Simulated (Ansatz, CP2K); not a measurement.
Given: the input of a run of Ansatz 0.2.0 on Zn (Zinc). 

File input.yaml:

```yaml
crystal:
  lattice:
    - [2.67, 0.0, 0.0]
    - [-1.335, 2.3122878281, 0.0]
    - [0.0, 0.0, 4.966]
  atoms:
    - { symbol: Zn, position: [0.6666666667, 0.3333333333, 0.75] }
    - { symbol: Zn, position: [0.3333333333, 0.6666666667, 0.25] }
kpoints:
  mp_grid: { grid: [11, 11, 6] }
scf:
  occupations: { method: gaussian, width: 0.02 }
hamiltonian:
  xc: lda
  pseudopotentials: { kind: all_electron, lapw: { basis_error: 0.001 } }
output:
  forces: true
  stress: true
  eigenvalues: true
```

Potentials or basis: all-electron LAPW, scalar-relativistic.

Launch:

```bash
$ ansatz run input.yaml --threads 1 --pin off --max-ram 3072MiB --backend cpu --events-out ev --progress --plain --runs-dir out
```

Task: Translate it to CP2K 2026.2. Potentials or basis there: GTH_POTENTIALS Zn GTH-PADE-q12; TZVP-MOLOPT-PBE-GTH basis.

Result: As run (cutoffs and basis follow the program's own potentials, and thresholds, step limits or extra output files can differ):

Contents of zn_scf.inp:

```
&GLOBAL
  PROJECT zn_scf
  RUN_TYPE ENERGY_FORCE
  PRINT_LEVEL LOW
&END GLOBAL
&FORCE_EVAL
  METHOD QS
  STRESS_TENSOR ANALYTICAL
  &DFT
    BASIS_SET_FILE_NAME BASIS_MOLOPT_UZH
    POTENTIAL_FILE_NAME GTH_POTENTIALS
    &MGRID
      CUTOFF 450
      REL_CUTOFF 60
      NGRIDS 4
    &END MGRID
    &QS
      METHOD GPW
      EPS_DEFAULT 1.0E-10
    &END QS
    &KPOINTS
      SCHEME MONKHORST-PACK 11 11 6
      GAMMA_CENTERED T
      SYMMETRY T
      SYMMETRY_BACKEND SPGLIB
    &END KPOINTS
    &SCF
      SCF_GUESS ATOMIC
      EPS_SCF 1.0E-6
      MAX_SCF 100
      ADDED_MOS 10
      CHOLESKY OFF
      EPS_EIGVAL 1.0E-7
      &DIAGONALIZATION ON
        ALGORITHM STANDARD
      &END DIAGONALIZATION
      &MIXING ON
        METHOD BROYDEN_MIXING
        ALPHA 0.4
        BETA 1.5
        NBUFFER 8
      &END MIXING
      &SMEAR ON
        METHOD GAUSSIAN
        SIGMA [eV] 0.02
      &END SMEAR
    &END SCF
    &XC
      &XC_FUNCTIONAL
        &LDA_X
        &END LDA_X
        &LDA_C_PW
        &END LDA_C_PW
      &END XC_FUNCTIONAL
    &END XC
    &PRINT
      &KPOINTS ON
      &END KPOINTS
      &MULLIKEN ON
      &END MULLIKEN
      &MO ON
        ENERGIES T
        OCCUPATION_NUMBERS T
        &EACH
          QS_SCF 0
        &END EACH
        ADD_LAST NUMERIC
      &END MO
      &E_DENSITY_CUBE ON
        STRIDE 1
      &END E_DENSITY_CUBE
      &V_HARTREE_CUBE ON
        STRIDE 1
      &END V_HARTREE_CUBE
      &ELF_CUBE ON
        STRIDE 1
      &END ELF_CUBE
    &END PRINT
  &END DFT
  &SUBSYS
    &CELL
      A 2.6700000000 0.0000000000 0.0000000000
      B -1.3350000000 2.3122878281 0.0000000000
      C 0.0000000000 0.0000000000 4.9660000000
      PERIODIC XYZ
    &END CELL
    &COORD
      SCALED
      Zn  0.6666666667 0.3333333333 0.7500000000
      Zn  0.3333333333 0.6666666667 0.2500000000
    &END COORD
    &KIND Zn
      BASIS_SET TZVP-MOLOPT-PBE-GTH-q12
      POTENTIAL GTH-PADE-q12
    &END KIND
    &PRINT
      &ATOMIC_COORDINATES ON
      &END ATOMIC_COORDINATES
      &CELL ON
      &END CELL
      &SYMMETRY ON
      &END SYMMETRY
    &END PRINT
  &END SUBSYS
  &PRINT
    &FORCES ON
    &END FORCES
    &STRESS_TENSOR ON
    &END STRESS_TENSOR
  &END PRINT
&END FORCE_EVAL
```

Potentials or basis: GTH_POTENTIALS Zn GTH-PADE-q12; TZVP-MOLOPT-PBE-GTH basis.

Launch:

```bash
$ OMP_NUM_THREADS=1 cp2k.psmp -i zn_scf.inp -o zn_scf.out
```

Both were run:

|  | Ansatz | CP2K |
| --- | --- | --- |
| Pressure | -9.1 GPa | -8.6 GPa |

Where Ansatz's input types no cutoff or centring, it takes its own default and a Γ-centred mesh.

The two programs' LDA may be different fits to the electron gas.

Pressure is positive in compression.
